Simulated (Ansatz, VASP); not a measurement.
**BeS in VASP and in Ansatz**

```
Be S
1.0
     0.00000    2.40800    2.40800
     2.40800    0.00000    2.40800
     2.40800    2.40800    0.00000
Be S
1 1
Direct
  0.00000 0.00000 0.00000
  0.25000 0.25000 0.25000
```

Alike in both runs: functional PBE; dispersion D3(BJ); k mesh 8 × 8 × 8; occupations gaussian, width 0.02 eV; no spin polarisation.

Ansatz relaxed the structure, and its values are those at the end. VASP's run is a single point on that final structure, the one shown.

|  | VASP | Ansatz |
| --- | --- | --- |
| version | VASP 6.6.1 | Ansatz 0.2.0 |
| potentials or method | VASP PAW PBE potentials, release 64 (Be, S) | scalar-relativistic, plane waves, PAW |
| plane-wave cutoff (eV) | 520 | 420 |
| valence electrons in the cell | 8 | 8 |

|  | VASP | Ansatz | Ansatz less VASP |
| --- | --- | --- | --- |
| gap on the k mesh at the Fermi level (eV) | 3.06 | 3.06 | -0.001 |
| least direct gap on the mesh (eV) | 5.66 | 5.64 | -0.018 |
| pressure (GPa) | 0.0 | 0.0 | 0.00 |

The functional is the same, so the differences come from potentials, cutoffs and numerics.

A k mesh can miss the band edges.
